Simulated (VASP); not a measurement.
# InP in VASP: settings compared

Aim: see how the results for InP move with the level of theory and the settings. Levels: LDA, PBEsol, PBE. Tasks: single point.

Everything below comes from runs of VASP 6.6.1. Logs are shortened: lines on timing, memory, paths and dates and some standing lists are left out, and cuts for length are marked.

**What was measured.**

A printed reference work, data compilation reports, for a bulk crystal of InP at 1.6 K: band gap 1.4236 eV (direct).

How close the calculation comes is told below.

## Step 1: The cell of the first run

Symmetry: F-43m, No. 216, cubic system. Conventional cell: a = 5.861 Å, b = 5.861 Å, c = 5.861 Å, α = 90.00°, β = 90.00°, γ = 90.00°. In (site symmetry -43m) has 4 P at 2.54 Å within 3.3 Å. P (site symmetry -43m) has 4 In at 2.54 Å within 3.3 Å.

## Step 2: Single point, LDA

INCAR

```
ALGO     = Normal         # electronic algorithm
EDIFF    = 1E-6           # SCF threshold, eV
ENCUT    = 520            # plane-wave cutoff, eV
GGA      = CA             # functional
ISIF     = 2              # what is computed and relaxed
ISMEAR   = -1             # smearing method
LASPH    = True           # aspherical terms in the spheres
LCHARG   = True           # write CHGCAR
LELF     = True           # ELF
LREAL    = False          # projectors in reciprocal space
LVHAR    = True         
LWAVE    = False          # write WAVECAR
NBANDS   = 16             # bands
NELM     = 80             # most SCF steps
PREC     = Accurate       # precision mode
SIGMA    = 0.05           # smearing width, eV
```

KPOINTS

```
k-points
0
Gamma
  12 12 12
```

POSCAR

```
InP
1.0
    0.0000000000      2.9305000000      2.9305000000
    2.9305000000      0.0000000000      2.9305000000
    2.9305000000      2.9305000000      0.0000000000
In P
1 1
Direct
    0.0000000000      0.0000000000      0.0000000000
    0.7500000000      0.7500000000      0.7500000000
```

Potentials or basis: VASP PAW LDA potentials, release 64 (In_d, P).

Command:

```
cat potpaw_LDA.64/In_d/POTCAR potpaw_LDA.64/P/POTCAR > POTCAR
mpirun -np 1 vasp_std > vasp.out
```

OUTCAR:

```text
EDIFF = 1E-6
   ENCUT = 520
   GGA = CA
   ISIF = 2
   ISMEAR = -1
   LASPH = True
   LREAL = False
   NELM = 80
   PREC = Accurate

 ion  position               nearest neighbor table
   1  0.000  0.000  0.000-   2 2.54   2 2.54   2 2.54   2 2.54
   2  0.750  0.750  0.750-   1 2.54   1 2.54   1 2.54   1 2.54

  LATTYP: Found a face centered cubic cell.
 ALAT       =     5.8610000000

  Lattice vectors:

 A1 = (   0.0000000000,   2.9305000000,   2.9305000000)
 A2 = (   2.9305000000,   0.0000000000,   2.9305000000)
 A3 = (   2.9305000000,   2.9305000000,   0.0000000000)

Analysis of symmetry for initial positions (statically):
=====================================================================
 Subroutine PRICEL returns:
 Original cell was already a primitive cell.

 Routine SETGRP: Setting up the symmetry group for a
 face centered cubic supercell.

 Subroutine GETGRP returns: Found 24 space group operations
 (whereof 24 operations were pure point group operations)
 out of a pool of 48 trial point group operations.

The static configuration has the point symmetry T_d .

Analysis of symmetry for dynamics (positions and initial velocities):
=====================================================================
 Subroutine PRICEL returns:
 Original cell was already a primitive cell.

 Routine SETGRP: Setting up the symmetry group for a
 face centered cubic supercell.

 Subroutine GETGRP returns: Found 24 space group operations
 (whereof 24 operations were pure point group operations)
 out of a pool of 48 trial point group operations.

The dynamic configuration has the point symmetry T_d .

 Subroutine INISYM returns: Found 24 space group operations
 (whereof 24 operations are pure point group operations),
 and found     1 'primitive' translations

----------------------------------------------------------------------------------------

                                     Primitive cell

  volume of cell :      50.3333

  direct lattice vectors                    reciprocal lattice vectors
     0.000000000  2.930500000  2.930500000    -0.170619348  0.170619348  0.170619348
     2.930500000  0.000000000  2.930500000     0.170619348 -0.170619348  0.170619348
     2.930500000  2.930500000  0.000000000     0.170619348  0.170619348 -0.170619348

  length of vectors
     4.144352845  4.144352845  4.144352845     0.295521380  0.295521380  0.295521380

  position of ions in fractional coordinates (direct lattice)
     0.000000000  0.000000000  0.000000000
     0.750000000  0.750000000  0.750000000

  ion indices of the primitive-cell ions
   primitive index   ion index
                 1           1
                 2           2

----------------------------------------------------------------------------------------

 KPOINTS: k-points

Automatic generation of k-mesh.
 Grid dimensions read from file:
 generate k-points for:   12   12   12

 Generating k-lattice:

  Cartesian coordinates                     Fractional coordinates (reciprocal lattice)
    -0.014218279  0.014218279  0.014218279     0.083333333  0.000000000  0.000000000
     0.014218279 -0.014218279  0.014218279     0.000000000  0.083333333  0.000000000
     0.014218279  0.014218279 -0.014218279     0.000000000  0.000000000  0.083333333

  Length of vectors
     0.024626782  0.024626782  0.024626782

  Shift w.r.t. Gamma in fractional coordinates (k-lattice)
     0.000000000  0.000000000  0.000000000

 Subroutine IBZKPT returns following result:
 ===========================================

 Found     72 irreducible k-points:

 Following reciprocal coordinates:
            Coordinates               Weight
  0.000000  0.000000  0.000000      1.000000
  0.083333  0.000000  0.000000      8.000000
  0.166667  0.000000  0.000000      8.000000
  0.250000  0.000000  0.000000      8.000000
  0.333333  0.000000  0.000000      8.000000
  0.416667  0.000000  0.000000      8.000000
[... 16 lines left out ...]
  0.500000  0.166667  0.000000     24.000000
 -0.416667  0.166667  0.000000     24.000000
 [... further k-points ...]
   k-points           NKPTS =     72   k-points in BZ     NKDIM =     72   number of bands    NBANDS=     16
   number of dos      NEDOS =    301   number of ions     NIONS =      2
   total plane-waves  NPLWV =  32768
   dimension x,y,z NGX =    32 NGY =   32 NGZ =   32
   dimension x,y,z NGXF=    64 NGYF=   64 NGZF=   64
   ions per type =               1   1
   NGX,Y,Z   is equivalent  to a cutoff of  12.84, 12.84, 12.84 a.u.
   NGXF,Y,Z  is equivalent  to a cutoff of  25.67, 25.67, 25.67 a.u.
 SYSTEM =  unknown system
   PREC   = accura    normal or accurate (medium, high low for compatibility)
   ISTART =      0    job   : 0-new  1-cont  2-samecut
   ICHARG =      2    charge: 1-file 2-atom 10-const
   ISPIN  =      1    spin polarized calculation?
   LNONCOLLINEAR =      F non collinear calculations
   LSORBIT =      F    spin-orbit coupling
   LASPH  =      T    aspherical Exc in radial PAW
   ENCUT  =  520.0 eV  38.22 Ry    6.18 a.u.   7.71  7.71  7.71*2*pi/ulx,y,z
   NELM   =     80;   NELMIN=  2; NELMDL= -5     # of ELM steps
   EDIFF  = 0.1E-05   stopping-criterion for ELM
   LREAL  =      F    real-space projection
   EDIFFG = 0.1E-04   stopping-criterion for IOM
   NSW    =      0    number of steps for IOM
   IBRION =     -1    ionic relax: 0-MD 1-quasi-New 2-CG
   NFREE  =      0    steps in history (QN), initial steepest desc. (CG)
   ISIF   =      2    stress and relaxation
   ISYM   =      2    0-nonsym 1-usesym 2-fastsym
   POTIM  = 0.5000    time-step for ionic-motion
   TEBEG  =    0.0;   TEEND  =   0.0 temperature during run
   PSTRESS=    0.0 pullay stress
   NELECT =      18.0000    total number of electrons
   NUPDOWN=      -1.0000    fix difference up-down
   EMIN   =  10.00;   EMAX   =-10.00  energy-range for DOS
   EFERMI =   0.00;   METHOD = LEGACY
   ISMEAR =    -1;   SIGMA  =   0.05  broadening in eV -4-tet -1-fermi 0-gaus
   EFERMI_NEDOS =   21; number of points for ismear=-14 and -15
   IALGO  =     38    algorithm
   IMIX   =      4    mixing-type and parameters
     AMIX     =   0.40;   BMIX     =  1.00
     AMIX_MAG =   1.60;   BMIX_MAG =  1.00
  volume/ion in A,a.u.               =      25.17       169.83
  Fermi-wavevector in a.u.,A,eV,Ry     =   1.162021  2.195901 18.371846  1.350293
  Thomas-Fermi vector in A             =   2.298587
   LORBIT       =      0    0 simple, 1 ext, 2 COOP (PROOUT), +10 PAW based schemes
   GGA     = CA    functional components
   LHFCALC =     F    Hartree Fock is set to
   AEXX    =    0.0000 exact exchange contribution
   IVDW    =     0    specifies the selected vdW correction
   LEPSILON=     F    determine dielectric tensor
   LRPA    =     F    only Hartree local field effects (RPA)
 non-spin polarized calculation
  energy-cutoff  :      520.00
  volume of cell :       50.33
 maximum number of plane-waves:      1380
   NGX = 15   NGY = 15   NGZ = 15

 number of electron      18.0000005 magnetization

 Free energy of the ion-electron system (eV)
  ---------------------------------------------------
  ext. energy  EPLUGINS =         0.00000000
  ---------------------------------------------------
  free energy    TOTEN  =        -9.67172067 eV

  energy without entropy =       -9.67170807  energy(sigma->0) =       -9.67171437

 E-fermi :   5.3132     XC(G=0):  -9.6111

 val. band max:        5.0073807340   @ k =   0.0000   0.0000   0.0000
 cond. band min:       5.5186136794   @ k =   0.0000   0.0000   0.0000
 fundamental gap:      0.5112329454
 Fermi energy:         5.3132462630

 k-point     1 :       0.0000    0.0000    0.0000
  band No.  band energies     occupation
      1      -9.1774      2.00000
      2      -9.1774      2.00000
      3      -9.1774      2.00000
      4      -9.0223      2.00000
      5      -9.0223      2.00000
      6      -6.5376      2.00000
[... 8 lines left out ...]
     15      14.4585      0.00000
     16      14.4585      0.00000

 k-point     2 :       0.0833    0.0000    0.0000
  band No.  band energies     occupation
      1      -9.1862      2.00000
      2      -9.1739      2.00000
      3      -9.1739      2.00000
      4      -9.0224      2.00000
      5      -9.0224      2.00000
      6      -6.4570      2.00000
[... 8 lines left out ...]
     15      14.0446      0.00000
     16      14.0446      0.00000

 k-point     3 :       0.1667    0.0000    0.0000
  band No.  band energies     occupation
      1      -9.2094      2.00000
      2      -9.1648      2.00000
      3      -9.1648      2.00000
      4      -9.0220      2.00000
      5      -9.0220      2.00000
      6      -6.2218      2.00000
[... 8 lines left out ...]
     15      13.5741      0.00000
     16      14.2392      0.00000

 k-point     4 :       0.2500    0.0000    0.0000
  band No.  band energies     occupation
      1      -9.2397      2.00000
      2      -9.1538      2.00000
      3      -9.1538      2.00000
      4      -9.0198      2.00000
      5      -9.0198      2.00000
      6      -5.8540      2.00000
[... 8 lines left out ...]
     15      13.5348      0.00000
     16      13.9017      0.00000

 k-point     5 :       0.3333    0.0000    0.0000
  band No.  band energies     occupation
      1      -9.2687      2.00000
      2      -9.1447      2.00000
      3      -9.1447      2.00000
      4      -9.0155      2.00000
      5      -9.0155      2.00000
      6      -5.4025      2.00000
[... 8 lines left out ...]
     15      14.0437      0.00000
     16      14.0437      0.00000

 k-point     6 :       0.4167    0.0000    0.0000
  band No.  band energies     occupation
      1      -9.2892      2.00000
      2      -9.1396      2.00000
      3      -9.1396      2.00000
      4      -9.0108      2.00000
      5      -9.0108      2.00000
      6      -4.9764      2.00000
[... 8 lines left out ...]
     15      14.9404      0.00000
     16      14.9404      0.00000

 k-point     7 :       0.5000    0.0000    0.0000
  band No.  band energies     occupation
      1      -9.2965      2.00000
      2      -9.1380      2.00000
      3      -9.1380      2.00000
      4      -9.0088      2.00000
      5      -9.0088      2.00000
      6      -4.7846      2.00000
[... 8 lines left out ...]
     15      15.6089      0.00000
     16      15.6089      0.00000

 k-point     8 :       0.0833    0.0833    0.0000
  band No.  band energies     occupation
      1      -9.1929      2.00000
      2      -9.1707      2.00000
      3      -9.1707      2.00000
      4      -9.0251      2.00000
      5      -9.0200      2.00000
      6      -6.4303      2.00000
[... 8 lines left out ...]
     15      13.8984      0.00000
     16      14.5219      0.00000

 k-point     9 :       0.1667    0.0833    0.0000
  band No.  band energies     occupation
      1      -9.2123      2.00000
      2      -9.1631      2.00000
      3      -9.1615      2.00000
      4      -9.0276      2.00000
      5      -9.0176      2.00000
      6      -6.2468      2.00000
[... 8 lines left out ...]
     15      14.2877      0.00000
     16      14.6004      0.00000
[... 172 lines left out ...]
 k-point    19 :       0.1667    0.1667    0.0000
  band No.  band energies     occupation
      1      -9.2319      2.00000
      2      -9.1519      2.00000
      3      -9.1519      2.00000
      4      -9.0335      2.00000
      5      -9.0134      2.00000
      6      -6.1181      2.00000
[... 8 lines left out ...]
     15      14.7072      0.00000
     16      15.2687      0.00000

 k-point    20 :       0.2500    0.1667    0.0000
  band No.  band energies     occupation
      1      -9.2557      2.00000
      2      -9.1413      2.00000
      3      -9.1395      2.00000
      4      -9.0379      2.00000
      5      -9.0094      2.00000
      6      -5.8460      2.00000
[... 8 lines left out ...]
     15      14.7119      0.00000
     16      15.8337      0.00000

 k-point    21 :       0.3333    0.1667    0.0000
  band No.  band energies     occupation
      1      -9.2781      2.00000
      2      -9.1340      2.00000
      3      -9.1286      2.00000
      4      -9.0385      2.00000
      5      -9.0057      2.00000
      6      -5.4587      2.00000
[... 8 lines left out ...]
     15      14.9467      0.00000
     16      15.5800      0.00000

 k-point    22 :       0.4167    0.1667    0.0000
  band No.  band energies     occupation
      1      -9.2952      2.00000
      2      -9.1305      2.00000
      3      -9.1218      2.00000
      4      -9.0343      2.00000
      5      -9.0037      2.00000
      6      -5.0195      2.00000
[... 8 lines left out ...]
     15      15.4895      0.00000
     16      15.5473      0.00000

 k-point    23 :       0.5000    0.1667    0.0000
  band No.  band energies     occupation
      1      -9.3041      2.00000
      2      -9.1299      2.00000
      3      -9.1196      2.00000
      4      -9.0269      2.00000
      5      -9.0054      2.00000
      6      -4.6659      2.00000
[... 8 lines left out ...]
     15      15.6656      0.00000
     16      15.8044      0.00000

 k-point    24 :      -0.4167    0.1667    0.0000
  band No.  band energies     occupation
      1      -9.3030      2.00000
      2      -9.1309      2.00000
      3      -9.1213      2.00000
      4      -9.0198      2.00000
      5      -9.0115      2.00000
      6      -4.6070      2.00000
[... 8 lines left out ...]
     15      14.6404      0.00000
     16      15.6079      0.00000

 [... further k-points ...]
[... 5 lines left out ...]
  --------------------------------------------------------------------------------------
  -------------------------------------------------------------------------------------
  Total       -0.3706416     -0.3706416     -0.3706416      0.0000000      0.0000000     -0.0000000
  in kB      -11.7980315    -11.7980315    -11.7980315      0.0000000      0.0000000     -0.0000000
  external PRESSURE =     -11.7980315 kB  Pullay stress =       0.0000000 kB

 VOLUME and BASIS-vectors are now :
 -----------------------------------------------------------------------------
  energy-cutoff  :      520.00
  volume of cell :       50.33
      direct lattice vectors                 reciprocal lattice vectors
     0.000000000  2.930500000  2.930500000    -0.170619348  0.170619348  0.170619348
     2.930500000  0.000000000  2.930500000     0.170619348 -0.170619348  0.170619348
     2.930500000  2.930500000  0.000000000     0.170619348  0.170619348 -0.170619348

 POSITION                                       TOTAL-FORCE (eV/Angst)
 -----------------------------------------------------------------------------------
      0.00000      0.00000      0.00000         0.000000      0.000000     -0.000000
      4.39575      4.39575      4.39575        -0.000000     -0.000000      0.000000
 -----------------------------------------------------------------------------------
    total drift:                                0.000000      0.000000      0.000000

  FREE ENERGIE OF THE ION-ELECTRON SYSTEM (eV)
  ---------------------------------------------------
  free  energy   TOTEN  =        -9.6717206735 eV

  energy  without entropy=       -9.6717080702  energy(sigma->0) =       -9.67171437
```

Run time: 25 s. Hardware: 1 thread of Intel Xeon Platinum 8375C at 2.90GHz (Ice Lake), shared host; peak memory 0.19 GiB.

What came out:

```
Free energy            : -9.6717 eV
Pressure               : -1.2 GPa
Band gap on the k mesh : 0.51 eV, direct
```

Caveat: spin-orbit coupling is left out, which moves the levels of the heavy elements.

(Continued in part 2 of 2.)
